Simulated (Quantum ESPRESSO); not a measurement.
Ba:

```xyz
2
Lattice="3.8691 -2.7113 0.0000 3.8691 2.7113 0.0000 0.0000 0.0000 7.7452" Properties=species:S:1:pos:R:3 pbc="T T T"
Ba    3.8691    1.3381    5.8089
Ba    3.8691   -1.3381    1.9363
```

The cell isn't the ideal one: volume scaled by 1.25.

| Quantity | Value |
| --- | --- |
| Program | Quantum ESPRESSO 7.5 |
| Task | relaxation of cell and atoms |
| Functional | PBE |
| Dispersion | D3 |
| Potentials or basis | PseudoDojo 0.4 FR PBE standard |
| Cutoff | 599 eV |
| Density cutoff | 2395 eV |
| k mesh | 3 × 3 × 2 |
| Occupations | cold, width 0.1 eV |
| Spin | spin-orbit coupling, no magnetisation |

At the start: pressure -1.5 GPa; volume 81.25 Å³/atom.

**Question.** Where does the relaxation end?

**Answer.** Over 21 steps the energy falls by 120.0 meV/atom and the volume is 60.56 Å³/atom (-25.5 %); space group Fmmm (No. 69, to 0.05 Å).

The path:
```csv
step,energy change (eV),largest force (eV/Å),pressure (GPa),volume (Å³)
1,0.0000,0.0140,-1.53,162.50
2,-0.0181,0.0140,-1.48,160.62
3,-0.0515,0.0140,-1.39,157.01
4,-0.0951,0.0139,-1.25,151.92
5,-0.1419,0.0137,-1.06,145.69
6,-0.1849,0.0135,-0.82,138.73
7,-0.2179,0.0132,-0.54,131.40
8,-0.2365,0.0132,-0.20,124.08
9,-0.2355,0.0127,0.31,116.41
10,-0.2357,0.0127,0.30,116.47
11,-0.2359,0.0126,0.29,116.58
12,-0.2362,0.0124,0.28,116.76
13,-0.2366,0.0122,0.26,116.98
14,-0.2371,0.0120,0.24,117.26
15,-0.2375,0.0117,0.22,117.59
16,-0.2380,0.0113,0.19,117.96
17,-0.2386,0.0109,0.16,118.41
18,-0.2391,0.0103,0.12,118.95
19,-0.2395,0.0097,0.08,119.59
20,-0.2399,0.0088,0.03,120.32
21,-0.2400,0.0077,-0.01,121.12
```

Final structure:
```xyz
2
Lattice="4.2631 -0.1284 0.0000 1.3345 4.0508 0.0000 0.0000 0.0000 6.9449" Properties=species:S:1:pos:R:3 pbc="T T T"
Ba    2.0708    3.0002    5.2086
Ba    3.5268    0.9223    1.7362
```

Caveat: the k mesh is coarse (spacing up to 0.47 Å⁻¹), so the values aren't converged; pairwise dispersion overbinds metals, which lowers pressure and volume.
